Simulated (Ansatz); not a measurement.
**Al (bcc)**

Level of theory: DFT, PBE, scalar-relativistic, no spin polarisation; plane waves to 420 eV with PAW datasets (Ansatz 0.2.0), Γ-centred 18×18×18 mesh, 0.05 eV Gaussian smearing; PAW files: Ansatz's generated set soft_2.

```
CELL_PARAMETERS angstrom
-1.61798 1.61798 1.61798
1.61798 -1.61798 1.61798
1.61798 1.61798 -1.61798
ATOMIC_POSITIONS crystal
Al 0.00000 0.00000 0.00000
```

At room temperature and ambient pressure Al is fcc.

Path: Γ–H–N–Γ–P–H | P–N, with Γ = (0.000, 0.000, 0.000), H = (0.500, -0.500, 0.500), N = (0.000, 0.000, 0.500), P = (0.250, 0.250, 0.250) in reciprocal vectors of the calculation's cell.

Problem. Is it a metal or an insulator, and if it has a gap, where are the band edges on this path?

Solution. A metal: bands cross the Fermi level.

Bands as a text map, energy in eV from the Fermi level (dashes), each leg drawn with the same width:
```
  2.86 |     * *  *      *                 *         
  2.57 |                          *  *         *     
  2.29 |         *                                   
  2.00 |      * *                                    
  1.71 |       *                  *        *   *     
  1.43 |                                      *      
  1.14 |                           *      *          
  0.86 |        *                                    
  0.57 |        *                         *  **      
  0.29 |                *          **       *        
  0.00 |---------------------------------*-----------
 -0.29 |                                             
 -0.57 |         *                      **   *       
 -0.86 |      *  *                  **      *        
 -1.14 |                              **     *       
 -1.43 |                                *    *       
 -1.71 |          *                  *        *      
 -2.00 |          *    *              **             
 -2.29 |                                      *      
 -2.57 |           *                           *     
 -2.86 |                                       **    
 -3.14 |           **                                
 -3.43 |                           *            **   
 -3.71 |            ***                          ****
 -4.00 |     *       *                            *  
 -4.29 |              *                            **
 -4.57 |                                             
 -4.86 |                                             
        Γ      H      N      Γ      P      HP       N
```

The calculation's cell holds 3 valence electrons, an odd number. Without magnetic order each band takes two, so one stays part-filled and the crystal must be a metal.
